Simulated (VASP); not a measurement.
# Rh (Fm-3m) in VASP: notebook

The runs below take Rh through relaxation of cell and atoms, with LDA.

Everything below comes from runs of VASP 6.6.1. Logs are shortened: lines on timing, memory, paths and dates and some standing lists are left out, and cuts for length are marked.

## Step 1: The structure

The structure is cubic, space group Fm-3m (No. 225). The conventional cell has a = 3.796 Å, b = 3.796 Å, c = 3.796 Å, α = 90.00°, β = 90.00°, γ = 90.00°. Around Rh (site symmetry m-3m) lie 12 Rh at 2.68 Å.

## Step 2: Relaxation of cell and atoms, LDA

File INCAR:

```
PREC = Accurate
ENCUT = 350
EDIFF = 1E-7
ISMEAR = 0
SIGMA = 0.1
LREAL = False
LASPH = True
NELM = 100
ALGO = Normal
ISIF = 3
LWAVE = False
LCHARG = False
IBRION = 2
NSW = 80
EDIFFG = -0.002
```

File KPOINTS:

```
regular mesh
0
Gamma
  10 10 10
```

File POSCAR:

```
Rh
1.0
    0.0000000000      1.8978500000      1.8978500000
    1.8978500000      0.0000000000      1.8978500000
    1.8978500000      1.8978500000      0.0000000000
Rh
1
Direct
    0.0000000000      0.0000000000      0.0000000000
```

Potentials or basis: VASP PAW LDA potentials, release 64 (Rh_pv).

Started as:

```
$ cat potpaw_LDA.64/Rh_pv/POTCAR > POTCAR
$ mpirun -np 1 vasp_std > vasp.out
```

OUTCAR:

```text
PREC = Accurate
   ENCUT = 350
   EDIFF = 1E-7
   ISMEAR = 0
   LREAL = False
   LASPH = True
   NELM = 100
   ISIF = 3
   IBRION = 2
   NSW = 80
   EDIFFG = -0.002

 ion  position               nearest neighbor table
   1  0.000  0.000  0.000-

  LATTYP: Found a face centered cubic cell.
 ALAT       =     3.7957000000

  Lattice vectors:

 A1 = (   0.0000000000,   1.8978500000,   1.8978500000)
 A2 = (   1.8978500000,   0.0000000000,   1.8978500000)
 A3 = (   1.8978500000,   1.8978500000,   0.0000000000)

Analysis of symmetry for initial positions (statically):
=====================================================================
 Subroutine PRICEL returns:
 Original cell was already a primitive cell.

 Routine SETGRP: Setting up the symmetry group for a
 face centered cubic supercell.

 Subroutine GETGRP returns: Found 48 space group operations
 (whereof 48 operations were pure point group operations)
 out of a pool of 48 trial point group operations.

The static configuration has the point symmetry O_h .

Analysis of symmetry for dynamics (positions and initial velocities):
=====================================================================
 Subroutine PRICEL returns:
 Original cell was already a primitive cell.

 Routine SETGRP: Setting up the symmetry group for a
 face centered cubic supercell.

 Subroutine GETGRP returns: Found 48 space group operations
 (whereof 48 operations were pure point group operations)
 out of a pool of 48 trial point group operations.

The dynamic configuration has the point symmetry O_h .

 Subroutine INISYM returns: Found 48 space group operations
 (whereof 48 operations are pure point group operations),
 and found     1 'primitive' translations

----------------------------------------------------------------------------------------

                                     Primitive cell

  volume of cell :      13.6715

  direct lattice vectors                    reciprocal lattice vectors
     0.000000000  1.897850000  1.897850000    -0.263456016  0.263456016  0.263456016
     1.897850000  0.000000000  1.897850000     0.263456016 -0.263456016  0.263456016
     1.897850000  1.897850000  0.000000000     0.263456016  0.263456016 -0.263456016

  length of vectors
     2.683965209  2.683965209  2.683965209     0.456319205  0.456319205  0.456319205

  position of ions in fractional coordinates (direct lattice)
     0.000000000  0.000000000  0.000000000
[... 97 lines left out ...]
  volume/ion in A,a.u.               =      13.67        92.26
  Fermi-wavevector in a.u.,A,eV,Ry     =   1.688496  3.190795 38.790465  2.851019
  Thomas-Fermi vector in A             =   2.770792
   LORBIT       =      0    0 simple, 1 ext, 2 COOP (PROOUT), +10 PAW based schemes
   GGA     = CA    functional components
   LHFCALC =     F    Hartree Fock is set to
   AEXX    =    0.0000 exact exchange contribution
   IVDW    =     0    specifies the selected vdW correction
   LEPSILON=     F    determine dielectric tensor
   LRPA    =     F    only Hartree local field effects (RPA)
 conjugate gradient relaxation of ions
 non-spin polarized calculation
 Gauss-broadening in eV      SIGMA  =   0.10
  energy-cutoff  :      350.00
  volume of cell :       13.67
 maximum number of plane-waves:       210
   NGX =  9   NGY =  9   NGZ =  9

--------------------------------------- Ionic step        1  -------------------------------------------

 number of electron      15.0000009 magnetization

 Free energy of the ion-electron system (eV)
  ---------------------------------------------------
  ext. energy  EPLUGINS =         0.00000000
  ---------------------------------------------------
  free energy    TOTEN  =        -8.68381587 eV

  energy without entropy =       -8.67613836  energy(sigma->0) =       -8.67997712

------------------------ aborting loop because EDIFF is reached ----------------------------------------

  FORCE on cell =-STRESS in cart. coord.  units (eV):
  Direction    XX          YY          ZZ          XY          YZ          ZX
  --------------------------------------------------------------------------------------
  -------------------------------------------------------------------------------------
  Total       -0.9472258     -0.9472258     -0.9472258      0.0000000     -0.0000000     -0.0000000
  in kB     -111.0065098   -111.0065098   -111.0065098      0.0000000     -0.0000000     -0.0000000
  external PRESSURE =    -111.0065098 kB  Pullay stress =       0.0000000 kB
[... 197 lines left out ...]
--------------------------------------- Ionic step        7  -------------------------------------------

 number of electron      15.0000008 magnetization

 Free energy of the ion-electron system (eV)
  ---------------------------------------------------
  ext. energy  EPLUGINS =         0.00000000
  ---------------------------------------------------
  free energy    TOTEN  =        -8.70190069 eV

  energy without entropy =       -8.69465360  energy(sigma->0) =       -8.69827714

 E-fermi :  12.5729     XC(G=0): -14.6293

 val. band max:       12.5228739088   @ k =   0.3000   0.3000   0.0000
 cond. band min:      12.5744832120   @ k =   0.5000   0.4000   0.1000
 fundamental gap:      0.0516093031
 Fermi energy:        12.5729461566

 k-point     1 :       0.0000    0.0000    0.0000
  band No.  band energies     occupation
      1     -33.7087      2.00000
      2     -33.7087      2.00000
      3     -33.7087      2.00000
      4       4.1721      2.00000
      5       9.2047      2.00000
      6       9.2047      2.00000
      7       9.2047      2.00000
      8      11.4823      2.00000
      9      11.4823      2.00000
     10      28.4296      0.00000
     11      32.7879      0.00000
[... 309 lines left out ...]
 k-point    24 :       0.4000    0.3000    0.0000
  band No.  band energies     occupation
      1     -34.3725      2.00000
      2     -33.9822      2.00000
      3     -33.9542      2.00000
      4       6.5387      2.00000
      5       6.8612      2.00000
      6      10.9680      2.00000
      7      11.7962      2.00000
      8      13.0675      0.00000
      9      13.9694      0.00000
     10      27.1230      0.00000
     11      28.9539      0.00000

 [... further k-points ...]

------------------------ aborting loop because EDIFF is reached ----------------------------------------

  FORCE on cell =-STRESS in cart. coord.  units (eV):
  Direction    XX          YY          ZZ          XY          YZ          ZX
  --------------------------------------------------------------------------------------
  -------------------------------------------------------------------------------------
  Total       -0.0006757     -0.0006757     -0.0006757      0.0000000      0.0000000      0.0000000
  in kB       -0.0822116     -0.0822116     -0.0822116      0.0000000      0.0000000      0.0000000
  external PRESSURE =      -0.0822116 kB  Pullay stress =       0.0000000 kB
[... 16 lines left out ...]
  FREE ENERGIE OF THE ION-ELECTRON SYSTEM (eV)
  ---------------------------------------------------
  free  energy   TOTEN  =        -8.7019006891 eV

  energy  without entropy=       -8.6946535991  energy(sigma->0) =       -8.69827714

 reached required accuracy - stopping structural energy minimisation
```

CONTCAR:

```text
Rh
   1.00000000000000
    -0.0000000000000000    1.8742953682732280    1.8742953682732280
     1.8742953682732280   -0.0000000000000000    1.8742953682732280
     1.8742953682732280    1.8742953682732280   -0.0000000000000000
  Rh
     1
Direct
     0.0000000000000000    0.0000000000000000    0.0000000000000000

  0.00000000E+00  0.00000000E+00  0.00000000E+00
```

Run time: 4.8 s. Hardware: 1 thread of Intel Xeon 6975P-C (Granite Rapids), shared host; peak memory 0.11 GiB.

Results:

```
Free energy                            : -8.7019 eV
Relaxed volume                         : 13.17 Å³/atom
Relaxed cell                           : a = 2.651 Å, b = 2.651 Å, c = 2.651 Å, α = 60.00°, β = 60.00°, γ = 60.00°
Space group after relaxing (to 0.05 Å) : Fm-3m (No. 225)
Energy gained by relaxing              : 18.1 meV/atom
Ionic steps                            : 7
Pressure after relaxing                : 0.0 GPa
Band gap on the k mesh                 : none (metal or under the smearing width)
```

The path:
| step | energy change (eV) | largest force (eV/Å) | pressure (GPa) | volume (Å³) |
| --- | --- | --- | --- | --- |
| 1 | 0.0000 | 0.0000 | -11.10 | 13.67 |
| 2 | 0.1409 | 0.0000 | 43.95 | 11.88 |
| 3 | -0.0181 | 0.0000 | -0.58 | 13.19 |
| 4 | -0.0181 | 0.0000 | -0.04 | 13.17 |
| 5 | -0.0181 | 0.0000 | 0.22 | 13.16 |
| 6 | -0.0181 | 0.0000 | -0.48 | 13.19 |
| 7 | -0.0181 | 0.0000 | -0.01 | 13.17 |

Final structure:
```yaml
crystal:
  lattice:
    - [0.00000, 1.87430, 1.87430]
    - [1.87430, 0.00000, 1.87430]
    - [1.87430, 1.87430, 0.00000]
  atoms:
    - { symbol: Rh, position: [0.00000, 0.00000, 0.00000] }
```

Levels at points of the mesh, in eV from the Fermi level:
```
           k point  band 4  band 5  band 6  band 7  band 8  band 9  band 10  band 11
(0.00, 0.00, 0.00)   -8.40   -3.37   -3.37   -3.37   -1.09   -1.09    15.86    20.21
(0.50, 0.00, 0.00)   -6.59   -3.44   -3.44    0.58    0.58    0.61     8.99    15.39
(0.50, 0.50, 0.00)   -6.81   -6.44    0.57    1.03    1.03    3.21    12.76    13.41
```

## Step 3: Relaxation of cell and atoms, LDA

This run uses another cell than the first one, of 13.17 Å³/atom, 0.963 times its volume.

INCAR is that of step 2.

KPOINTS is that of step 2.

File POSCAR:

```
Rh                                      
1.0
   -0.0000000000      1.8742953683      1.8742953683
    1.8742953683     -0.0000000000      1.8742953683
    1.8742953683      1.8742953683     -0.0000000000
  Rh            
     1
Direct
     0.0000000000000000    0.0000000000000000    0.0000000000000000
```

Potentials or basis: VASP PAW LDA potentials, release 64 (Rh_pv).

Started as:

```
$ cat potpaw_LDA.64/Rh_pv/POTCAR > POTCAR
$ mpirun -np 1 vasp_std > vasp.out
```

It took 1.6 s on 1 thread of Intel Xeon 6975P-C (Granite Rapids), shared host; peak memory 0.11 GiB.

It converged, with:

| Property | Result |
| --- | --- |
| Free energy | -8.6948 eV |
| Pressure after relaxing | 0.0 GPa |
| Band gap on the k mesh | none (metal or under the smearing width) |

Final structure:
```
CELL_PARAMETERS angstrom
0.00000 1.87430 1.87430
1.87430 0.00000 1.87430
1.87430 1.87430 0.00000
ATOMIC_POSITIONS crystal
Rh 0.00000 0.00000 0.00000
```

Levels at points of the mesh, in eV from the Fermi level:
```
           k point  band 3  band 4  band 5  band 6  band 7  band 8  band 9  band 10  band 11
(0.00, 0.00, 0.00)  -46.28   -8.40   -3.37   -3.37   -3.37   -1.09   -1.09    15.86    20.22
(0.50, 0.00, 0.00)  -46.40   -6.59   -3.44   -3.44    0.59    0.59    0.60     8.99    15.39
(0.50, 0.50, 0.00)  -46.60   -6.81   -6.43    0.57    1.03    1.03    3.21    12.76    13.41
```

Caveat: the relaxation stopped at its first step, so nothing moved.
